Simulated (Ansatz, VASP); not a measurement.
# Cross-check of ZnS between VASP and Ansatz, part 2 of 2

Wanted: the spread between two codes on one cell, functional and k mesh. The cell is taken from a series of runs on this material, whose earlier steps may have relaxed, scaled, displaced or heated it; both programs get it as it stands.

VASP 6.6.1 and Ansatz 0.2.0.

So far: The structure; VASP: zone-centre phonons, LDA, pair 1; Ansatz: zone-centre phonons, LDA, pair 1.

**4. Differences**

Known differences besides the potentials themselves: the two LDA forms differ slightly; fixed occupations in Ansatz, narrow Gaussian smearing in VASP; the cutoff is 420 eV in Ansatz and 500 eV in VASP; VASP's log shows a relativistic correction to its local exchange, Ansatz's none. Total energies have different zeros and are not compared.

The two programs side by side:

| quantity | Ansatz | VASP | difference |
| --- | --- | --- | --- |
| optical mode 1 (cm⁻¹) | 292.5 | 294.7 | -0.75 % |
| optical mode 2 (cm⁻¹) | 294.0 | 295.5 | -0.50 % |
| optical mode 3 (cm⁻¹) | 297.1 | 298.8 | -0.57 % |

Modes are paired by rising frequency, not by their patterns, so a pair may set unlike modes beside each other; they are those without the splitting of longitudinal modes.

**5. VASP: zone-centre phonons, LDA, pair 2**

Second derivatives magnify differences that forces hide, and they need a tight electronic threshold. The cell compared in this pair holds 37.00 Å³, against 36.84 Å³ for the pair before.

Contents of INCAR:

```
SYSTEM = ZnS
PREC = Accurate
ENCUT = 500
EDIFF = 1E-08
NELM = 120
ISMEAR = 0
SIGMA = 0.01
LREAL = .FALSE.
ALGO = Normal
GGA = CA
NBANDS = 15
LORBIT = 11
LWAVE = .FALSE.
LCHARG = .FALSE.
ISIF = 2
IBRION = 8
LASPH = .TRUE.
GGA_COMPAT = .FALSE.
EFERMI = MIDGAP
KPAR = 2
```

Contents of POSCAR:

```
ZnS
1.0
   -0.0131143307      2.6349885267      2.6644962272
    2.6349885267     -0.0131143307      2.6644962272
    2.6218741960      2.6218741960      0.0000000000
S Zn
1 1
Direct
    0.0009506066      0.0009506066      0.9990493934
    0.7490493934      0.7490493934      0.7509506066
```

Contents of KPOINTS:

```
Automatic mesh
0
Gamma
12 12 12
0 0 0
```

The projector-augmented-wave data sets are S and Zn (LDA family, release 64).

Run with:

```sh
$ mpirun -np 2 vasp_std
```

Numbers of over 12 decimals in the logs are rounded to 6 here.

The program printed:

```text
[... set-up lines as in an earlier step ...]
 entering main loop
       N       E                     dE             d eps       ncg     rms          rms(c)
DAV:   1     0.808929850871E+02    0.80893E+02   -0.84758E+03  8416   0.141E+03
DAV:   2    -0.337439016574E+01   -0.84267E+02   -0.78842E+02  9317   0.266E+02
DAV:   3    -0.859179642353E+01   -0.52174E+01   -0.51910E+01 10437   0.637E+01
DAV:   4    -0.864515486936E+01   -0.53358E-01   -0.53340E-01 10059   0.668E+00
[...]
DAV:  11    -0.820630214279E+01    0.31152E-05   -0.11239E-05 13118   0.736E-02    0.473E-03
DAV:  12    -0.820630225359E+01   -0.11081E-06   -0.12907E-06 10206   0.136E-02    0.207E-03
DAV:  13    -0.820630226111E+01   -0.75170E-08   -0.65488E-08 10934   0.265E-03
   1 F= -.82063023E+01 E0= -.82063023E+01  d E =0.000000E+00
 Linear response reoptimize wavefunctions to high precision
DAV:   1    -0.820630226159E+01   -0.48612E-09   -0.18652E-09  7877   0.111E-03
DAV:   2    -0.820630226164E+01   -0.45929E-10   -0.59455E-10  6111   0.209E-04
 Linear response DOF=           4
 Linear response progress:
[...]
RMM:   9    -0.210002576717E+00    0.18119E-06    0.33686E-09 52014   0.586E-05    0.128E-05
RMM:  10    -0.210002535428E+00    0.41289E-07    0.17291E-09 52695   0.271E-05    0.118E-06
RMM:  11    -0.210002540420E+00   -0.49924E-08    0.54741E-09 44914   0.161E-05    0.469E-07
 first order change of Fermi-energy  -0.32920E-04
 force on displaced ion       2 direction 1 :  -6.873   0.001   0.000
 Linear response progress:
  Degree of freedom:   4/  4
       N       E                     dE             d eps       ncg     rms          rms(c)
RMM:   1    -0.212410446095E+00   -0.21241E+00    0.31454E-03 11916   0.217E+00
RMM:   2    -0.210540352408E+00    0.18701E-02   -0.29502E-03 13424   0.470E-01    0.125E-01
RMM:   3    -0.210334166745E+00    0.20619E-03   -0.67616E-05 15882   0.686E-02    0.733E-02
RMM:   4    -0.210073793522E+00    0.26037E-03   -0.13014E-05 15674   0.269E-02    0.427E-03
[...]
RMM:   9    -0.210078151088E+00    0.19360E-06   -0.15391E-09 16566   0.592E-05    0.150E-05
RMM:  10    -0.210078112193E+00    0.38895E-07   -0.22657E-10 16860   0.273E-05    0.124E-06
RMM:  11    -0.210078116182E+00   -0.39889E-08   -0.17109E-10 14204   0.163E-05    0.543E-07
 first order change of Fermi-energy  -0.40727E+00
 force on displaced ion       2 direction 3 :  -0.000  -0.000  -6.934
 Linear response finished
```

Parts of OUTCAR (step 5):

```text
  Total        0.1795817      0.1795817      0.0610335      0.1203710      0.0000000      0.0000000
  in kB        7.7764412      7.7764412      2.6429399      5.2124335      0.0000000      0.0000000
  external PRESSURE =       6.0652741 kB  Pullay stress =       0.0000000 kB

 POSITION                                       TOTAL-FORCE (eV/Angst)
 -----------------------------------------------------------------------------------
      2.62187      2.62187      0.00507         0.000000      0.000000      0.000046
      3.93281      3.93281      3.99168        -0.000000     -0.000000     -0.000046
 -----------------------------------------------------------------------------------
    total drift:                                0.000001      0.000001      0.000275

[... 1 part as in an earlier step ...]

[... 1 further part left out ...]
```

**6. Ansatz: zone-centre phonons, LDA, pair 2**

The same cell, functional (in two slightly different forms) and mesh now go to Ansatz, which takes its cutoff from its data sets.

The cell is taken from a series of runs on this material, whose earlier steps may have relaxed, scaled, displaced or heated it; both programs get it as it stands.

Contents of input.yaml:

```yaml
crystal:
  lattice:
    - [-0.0131143307, 2.6349885267, 2.6644962272]
    - [2.6349885267, -0.0131143307, 2.6644962272]
    - [2.621874196, 2.621874196, 0.0]
  atoms:
    - { symbol: S, position: [0.0009506066, 0.0009506066, -0.0009506066] }
    - { symbol: Zn, position: [0.7490493934, 0.7490493934, 0.7509506066] }
kpoints:
  mp_grid: { grid: [12, 12, 12] }
hamiltonian:
  xc: lda
  pseudopotentials: { kind: paw, azcp: { folder: soft_1 }, xc_functional: pbe }
scf:
  occupations: { method: fixed }
output:
  eigenvalues: true
phonons:
  method: dfpt
```

Run with:

```sh
$ ansatz run input.yaml --threads 4 --pin off --max-ram 10240MiB --backend cpu --events-out ev --progress --plain --runs-dir out
```

The program printed:

```text
[...]
Crystal: 2 atoms, lattice volume = 36.999 Å³
Basis set: ecut = 420 eV, 725 PW (Γ), exchange–correlation on 54×54×54 points (8 copies of the dense FFT grid, shifted against one another)
Bands: 13, of which v1, the nominal top of the filled ones, is band 9 counted from 1 (8 counted from 0)
Symmetry: 4 space group operations
k-points: 476 of 1728 (irreducible under 2 space group operations, time reversal used)
[...]
k-point 1: bands = [... 5 lower, 0.1520, 5.7364, 6.2615, 6.2703, 8.9724, 12.4960, 12.5904, 12.6787]
  k-point 2: bands = [... 5 lower, 0.1496, 4.5580, 6.0614, 6.0615, 9.5860, 12.5980, 12.9098, 12.9727]
  k-point 475: bands = [... 5 lower, 0.3833, 1.3797, 3.8478, 3.9624, 9.4296, 10.2986, 17.4193, 18.5385]
[...]
ASR residual: 3.361e-4 → 0.000e0 eV/Å²; symmetrization residual: 3.239e-6 eV/Å²
  ASR residual per site (eV/Å²): 5.46e-5 3.36e-4
  Γ frequencies (cm⁻¹): 0.00 0.00 0.00 291.51 292.65 293.88
[...]
[key lines of the parts left out:]
SCF converged after 9 iterations
Free energy (F): -4117.441454 eV
Fermi energy:    6.398399 eV
```

**7. Side by side**

Both answers:

| quantity | Ansatz | VASP | difference |
| --- | --- | --- | --- |
| optical mode 1 (cm⁻¹) | 291.5 | 293.8 | -0.79 % |
| optical mode 2 (cm⁻¹) | 292.6 | 294.4 | -0.60 % |
| optical mode 3 (cm⁻¹) | 293.9 | 295.7 | -0.63 % |

Modes are paired by rising frequency, not by their patterns, so a pair may set unlike modes beside each other; they are those without the splitting of longitudinal modes.

**8. Outcome**

- r.m.s. difference of the optical zone-centre modes, each program's sorted by frequency (zone-centre phonons, LDA, pair 1): 1.8 cm⁻¹
- difference in optical mode 1 (zone-centre phonons, LDA, pair 1): -0.7 %
- r.m.s. difference of the optical zone-centre modes, each program's sorted by frequency (zone-centre phonons, LDA, pair 2): 2.0 cm⁻¹
- difference in optical mode 1 (zone-centre phonons, LDA, pair 2): -0.8 %

**Reading.** The r.m.s. difference of the optical zone-centre modes, each program's sorted by frequency is 1.8 cm⁻¹ (zone-centre phonons, LDA, pair 1). Among the rows given in per cent, the largest difference of the zone-centre phonons, LDA, pair 1 pair is in optical mode 1, -0.7 %. Among the rows given in per cent, the largest difference of the zone-centre phonons, LDA, pair 2 pair is in optical mode 1, -0.8 %. Such differences can come from data sets, numerical settings and the points named under the comparisons, not from the functional's error against experiment.

[Lines on the potential files, build, host, timing and source positions are cut from VASP's logs without a mark.]

[Logs are printed without paths, hosts, clocks, repeated set-up lines and the standing remarks that a program may print on its own settings, such as how far it seeks lower states.]

[Hosts, paths, dates, database ids (printed as entryN), source tags and the programs' standing remarks are cut or masked in the printed files.]
